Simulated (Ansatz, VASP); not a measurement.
Two plane-wave programs on BiTe

```
Bi Te
1.0
     2.42229    1.39851    3.31334
    -2.42229    1.39851    3.31334
     0.00000   -2.79703    3.31334
Bi Te
1 1
Cartesian
  0.0000 0.0000 4.9700
  0.0000 0.0000 0.0000
```

Alike in both runs: functional PBE; k mesh 12 × 12 × 12; occupations gaussian, width 0.1 eV; no spin polarisation.

Ansatz relaxed the structure, and its values are those at the end. VASP's run is a single point on that final structure, the one shown.

|  | VASP | Ansatz |
| --- | --- | --- |
| version | VASP 6.6.1 | Ansatz 0.2.0 |
| potentials or method | VASP PAW PBE potentials, release 64 (Bi_d, Te) | scalar-relativistic, plane waves, PAW |
| plane-wave cutoff (eV) | 520 | 420 |
| valence electrons in the cell | 21 | 31 |

```csv
,VASP,Ansatz,Ansatz less VASP
gap on the k mesh at the Fermi level (eV),none,none,-
pressure (GPa),0.0,0.0,+0.06
```

A gap of «none» marks a metal or a gap that the smearing closes. The functional is the same, so the differences come from potentials, cutoffs and numerics. The two sets of potentials don't hold the same shells in valence.

Caveats: spin-orbit coupling is left out, which moves the levels of the heavy elements.
